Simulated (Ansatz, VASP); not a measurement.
**TaN: VASP beside Ansatz**

```
Ta N
1.0
     3.03781    0.00000    0.00000
    -1.51890    2.63082    0.00000
     0.00000    0.00000    4.90155
Ta N
2 2
Direct
  0.00000 0.00000 0.00000
  0.00000 0.00000 0.50000
  0.33333 0.66667 0.25000
  0.66667 0.33333 0.75000
```

Change from the starting cell: volume scaled by 0.99, PAW files.

Alike in both runs: task electric field gradients; functional PBEsol; k mesh 11 × 11 × 6; occupations fermi-dirac, width 0.01 eV; no spin polarisation.

|  | VASP | Ansatz |
| --- | --- | --- |
| version | VASP 6.6.1 | Ansatz 0.2.0 |
| potentials or method | VASP PAW PBE potentials, release 64 (Ta_pv, N) | PAW with Ansatz's default frozen-core files, scalar-relativistic |
| plane-wave cutoff (eV) | 520 | 420 |
| valence electrons in the cell | 32 | 36 |

|  | VASP | Ansatz | Ansatz less VASP |
| --- | --- | --- | --- |
| pressure (GPa) | 55.4 | 53.7 | -1.68 |
| largest component of the traceless stress (GPa) | 56.24 | 55.71 | -0.532 |
| Vzz of the field gradient on the site that differs most (V/Å²) | -167.6 | -188.6 | -21.02 |

The two sets of potentials don't hold the same shells in valence. Ansatz warned: «gradients_without_spin_orbit».

Caveats: so large a pressure means that the cell lies far from this level's equilibrium, or that cutoff or potentials fall short (VASP); the potentials were made for another functional, which shifts forces and pressure (VASP). Spin-orbit coupling is left out, which matters for the levels of Ta.
